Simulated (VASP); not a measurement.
Input of a VASP 6.6.1 run:

File POSCAR:

```
MgSe
1.0
    0.0000000000      2.7362756101      2.7362756101
    2.7362756101      0.0000000000      2.7362756101
    2.7362756101      2.7362756101      0.0000000000
Mg Se
1 1
Direct
    0.0000000000      0.0000000000      0.0000000000
    0.5000000000      0.5000000000      0.5000000000
```

The input INCAR.step1:

```
SYSTEM = MgSe
  ALGO = Normal
  EDIFF = 1E-4
  ENCUT = 520
  GGA = PE
  ISMEAR = -1
  LASPH = .TRUE.
  LCHARG = .FALSE.
  LREAL = .FALSE.
  LWAVE = .TRUE.
  NBANDS = 11
  NELM = 100
  PREC = Accurate
  SIGMA = 0.02
```

INCAR.step2

```
SYSTEM = MgSe
  ALGO = Normal
  EDIFF = 1E-6
  ENCUT = 520
  ISIF = 2
  ISMEAR = -1
  ISTART = 1
  LASPH = .TRUE.
  LCHARG = .FALSE.
  LMIXTAU = .TRUE.
  LREAL = .FALSE.
  LWAVE = .FALSE.
  METAGGA = R2SCAN
  NBANDS = 11
  NELM = 100
  PREC = Accurate
  SIGMA = 0.02
```

Contents of KPOINTS:

```
k-points
0
G
  8 8 8
  0 0 0
```

Potentials or basis: VASP PAW PBE potentials, release 64 (Mg, Se).

Run with:

```bash
$ cat potpaw_PBE.64/Mg/POTCAR potpaw_PBE.64/Se/POTCAR > POTCAR
$ cp INCAR.step1 INCAR
$ mpirun -np 1 vasp_std > vasp.out
$ cp INCAR.step2 INCAR
$ mpirun -np 1 vasp_std > vasp.out
```

(1) Estimate the band gap on the k mesh.

(2) Predict the pressure.

Results:

(1) 2.44 eV, indirect (least direct gap 3.41 eV).

(2) -0.3 GPa.

Caveat: the PAW data sets were made with another functional, which shifts forces and pressure a little.
